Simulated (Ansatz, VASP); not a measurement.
## Ti in VASP and in Ansatz

```xyz
1
Lattice="2.6043 0.0000 0.0000 0.0000 2.6043 0.0000 0.0000 0.0000 2.6043" Properties=species:S:1:pos:R:3 pbc="T T T"
Ti    0.0000    0.0000    0.0000
```

Alike in both runs: task single point; functional RPBE; k mesh 13 × 13 × 13; occupations fermi-dirac, width 0.1 eV; no spin polarisation.

|  | VASP | Ansatz |
| --- | --- | --- |
| version | VASP 6.6.1 | Ansatz 0.2.0 |
| potentials or method | VASP PAW PBE potentials, release 64 (Ti_sv) | plane waves (420 eV) with PAW, scalar-relativistic |
| plane-wave cutoff (eV) | 520 | 420 |
| valence electrons in the cell | 12 | 12 |

VASP gave:

| Property | Result |
| --- | --- |
| pressure (GPa) | 6.7 |

Task: Estimate Ansatz's values.

Result: Pressure (GPa): 6.8.

Caveats: the PAW data sets were made with another functional, which shifts forces and pressure a little (VASP).
